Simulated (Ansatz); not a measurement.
## Worked example: C4H8 + C2H7BS → C3H6S + C3H9B

Species: C4H8 (1-butene) `C=CCC`, singlet; C2H7BS `CCBS`, singlet; C3H6S (allyl mercaptan) `C=CCS`, singlet; C3H9B `CBCC`, singlet. The partners trade CH3 for SH: C–CH3 and B–SH bonds give way to C–SH and B–CH3.

Shapes, held fixed at every level: PBE0-D4/def2-TZVP. Flexible molecules stand in one conformer, not always the lowest. Programs: Ansatz 0.2.0. The zero-point and thermal change to 298 K, harmonic and unscaled (PBE0-D4/def2-TZVP), is -6.7 kJ/mol.

At CCSD(T)/CBS estimate; 1 Eh = 2625.50 kJ/mol:

```
species  energy (Eh)
   C4H8  -157.006727
 C2H7BS  -502.917836
  C3H6S  -515.515641
  C3H9B  -144.370491
```

Q: Work out ΔH(298 K) of the reaction at this level.

A: 
1. Products less reactants: (-515.515641) + (-144.370491) − [(-157.006727) + (-502.917836)] = 0.038431 Eh = +100.9 kJ/mol.
2. With the thermal change: +100.9 + (-6.7) = +94.2 kJ/mol.

Other levels give +91.0 (wB97M-V/def2-TZVPP) to +98.0 kJ/mol (MP2/def2-TZVPP). No measured value is set beside it here. The CBS estimate extrapolates MP2 from def2-TZVPP and def2-QZVPP and adds CCSD(T) − MP2 in the triple-zeta set, cores frozen.
